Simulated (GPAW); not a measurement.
Write an ASE script for GPAW 26.7.0 that does the following.

```
Task                      : band structure
Functional                : rSCAN
Potentials or basis       : GPAW PAW data sets (gpaw-data 1.2.1)
Cutoff                    : 600 eV
Basis                     : pw
k mesh                    : 6 × 6 × 6
Occupations               : fermi-dirac, width 0.05 eV
Spin                      : spin-orbit coupling, no magnetisation
Maxiter                   : 150
Band path                 : GXWKGLUWLK,UX
Band points               : 60
spin axis theta (degrees) : 0
spin axis phi (degrees)   : 0
Soc after scf             : second variation without the xc potential
```

The structure of PbS (Galena) lies in PbS.cif:

```cif
data_PbS
_cell_length_a 4.19420387
_cell_length_b 4.19420387
_cell_length_c 4.19420387
_cell_angle_alpha 60.00000000
_cell_angle_beta 60.00000000
_cell_angle_gamma 60.00000000
_space_group_name_H-M_alt 'P1'
_space_group_name_Hall 'P 1'
_space_group_IT_number 1
loop_
_space_group_symop_operation_xyz
'x,y,z'
loop_
_atom_site_label
_atom_site_type_symbol
_atom_site_symmetry_multiplicity
_atom_site_Wyckoff_symbol
_atom_site_fract_x
_atom_site_fract_y
_atom_site_fract_z
_atom_site_occupancy
Pb1 Pb 1 a 0.0000000000 0.0000000000 0.0000000000 1
S1 S 1 a 0.5000000000 0.5000000000 0.5000000000 1
```

The input as run:

run.py

```python
import numpy as np
from ase.dft.bandgap import bandgap
from ase.io import read, write
from ase.units import GPa
from gpaw import GPAW, PW
from gpaw.spinorbit import soc_eigenstates

atoms = read('PbS.cif')

calc = GPAW(mode=PW(600),
            xc='MGGA_X_RSCAN+MGGA_C_RSCAN',
            kpts={'size': (6, 6, 6), 'gamma': True},
            occupations={'name': 'fermi-dirac', 'width': 0.05},
            nbands=19,
            convergence={'density': 1e-05, 'energy': 1e-05},
            maxiter=150,
            txt='gpaw.txt')
atoms.calc = calc
energy = atoms.get_potential_energy()
forces = atoms.get_forces()
stress = atoms.get_stress()
calc.write('gs.gpw')
write('result.traj', atoms)
print(f'Energy: {energy:.6f} eV')
print('Forces (eV/A):')
print(forces.round(4))
print('Stress (GPa):', (stress / GPa).round(3))
print('Fermi level:', round(calc.get_fermi_level(), 4), 'eV')
print(f'Gap: {bandgap(calc)[0]:.4f} eV, direct: {bandgap(calc, direct=True)[0]:.4f} eV')

path = atoms.cell.bandpath('GXWKGLUWLK,UX', npoints=60, eps=1e-4)
bs_calc = calc.fixed_density(kpts=path, symmetry='off', nbands=31,
                             convergence={'bands': 'CBM+6.0', 'eigenstates': 1e-6}, txt='bands.txt')
bs = bs_calc.band_structure()
bs.write('bs.json')
print(f'Gap on the path: {bandgap(bs_calc)[0]:.4f} eV')

soc = soc_eigenstates(bs_calc, theta=0, phi=0, ignore_xc_potential=True)
np.savetxt('soc_bands.dat', soc.eigenvalues(), fmt='%.4f')
mesh = soc_eigenstates('gs.gpw', theta=0, phi=0, ignore_xc_potential=True)
np.savetxt('soc_mesh.dat', mesh.eigenvalues(), fmt='%.4f')
print('Fermi level with spin-orbit coupling:', round(mesh.fermi_level, 4), 'eV')
```

Potentials or basis: GPAW PAW data sets (gpaw-data 1.2.1), pw.

Run with:

```sh
$ OMP_NUM_THREADS=1 python run.py
```

Results of the run:

```json
{
  "Pressure": "1.1 GPa",
  "Band gap on the k mesh": "0.05 eV, direct",
  "Band gap along the path": "0.13 eV, direct"
}
```

Caveat: spin-orbit coupling was added after a scalar SCF, so levels and gaps hold it while energy, forces, pressure and moments don't; this program's spin-orbit splittings come out too wide for heavy elements; the PAW data sets were made with another functional, which shifts forces and pressure a little.

Run time: 94 s on 1 thread of Intel(R) Xeon(R) Platinum 8488C (Sapphire Rapids), on a shared host, peak memory 0.41 GiB.
